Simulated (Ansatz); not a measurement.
# Ti: the cost of one run

Computed with Ansatz 0.2.0 (DFT PBE, scalar-relativistic, plane waves, PAW, unless a step's input says otherwise).

2 further runs of the same task are left out: 2 set aside as unsound or not needed.

**1. The starting structure**

Symmetry: F-43m, No. 216, cubic system. The conventional cell has a = 5.745 Å, b = 5.745 Å, c = 5.745 Å, α = 90.00°, β = 90.00°, γ = 90.00°. Ga (site symmetry -43m) has 4 As at 2.49 Å as nearest neighbours. Around As (site symmetry -43m) lie 4 Ga at 2.49 Å.

Structure file:

```cif
data_structure
_symmetry_space_group_name_H-M 'F-43m'
_symmetry_Int_Tables_number 216
_cell_length_a 5.7454
_cell_length_b 5.7454
_cell_length_c 5.7454
_cell_angle_alpha 90.000
_cell_angle_beta 90.000
_cell_angle_gamma 90.000
_cell_volume 189.65
loop_
_atom_site_label
_atom_site_type_symbol
_atom_site_symmetry_multiplicity
_atom_site_Wyckoff_symbol
_atom_site_fract_x
_atom_site_fract_y
_atom_site_fract_z
_atom_site_occupancy
Ga1 Ga 4 a 0.00000 0.00000 0.00000 1
As1 As 4 c 0.25000 0.25000 0.25000 1
```

It is the result of an earlier relaxation at this level (volume 23.71 Å³/atom; gap on the mesh: 0.16 eV).

**2. The film's bulk: Ti**

Relaxed beforehand at this level: -2499.6672 eV/atom, gap on the mesh none (metal).

```xyz
2
Lattice="2.9385 0.0000 0.0000 -1.4692 2.5448 0.0000 0.0000 0.0000 4.6506" Properties=species:S:1:pos:R:3 pbc="T T T"
Ti    0.0000    1.6965    1.1627
Ti    1.4692    0.8483    3.4880
```

The bulk reference of GaAs, the base, comes from a run made before at the same settings: -4319.9303 eV/atom.

**3. Ti strained to the base's plane**

The (101) plane of Ti is fitted to the (100) plane of GaAs, a strain of +4.4 % along x and +1.4 % along y; the third vector and the atoms relax.

input.yaml reads:

```yaml
crystal:
  lattice:
    - [5.7453845369, 0.0, 0.0]
    - [-2.8726922685, 8.6180768054, 0.0]
    - [-1.6923330841, 1.1053776689, 2.1563264789]
  atoms:
    - { symbol: Ti, position: [0.25, 0.4444444444, 0.5833333333] }
    - { symbol: Ti, position: [0.25, 0.1111111111, 0.5833333333] }
    - { symbol: Ti, position: [0.25, 0.7777777778, 0.5833333333] }
    - { symbol: Ti, position: [0.75, 0.5555555556, 0.4166666667] }
    - { symbol: Ti, position: [0.75, 0.2222222222, 0.4166666667] }
    - { symbol: Ti, position: [0.75, 0.8888888889, 0.4166666667] }
basis:
  ecutwfc: 420
kpoints:
  mp_grid: { grid: [7, 4, 16] }
hamiltonian:
  xc: pbe
scf:
  occupations: { method: gaussian, width: 0.1 }
output:
  forces: true
  stress: true
  eigenvalues: true
relax:
  adjacent_minimum: "off"
  f_tol: 0.01
  max_steps: 50
  cell: { fix: [a, b, gamma], stress_tol: 0.1 }
```

Run with:

```sh
ansatz run input.yaml --threads 8 --pin off --max-ram 20480MiB --backend cpu --events-out ev --progress --plain --runs-dir out
```

What time and memory should one allow on 8 threads of Intel Xeon Platinum 8488C (Sapphire Rapids), shared host?

About 25 s, with a peak of 1.2 GiB.
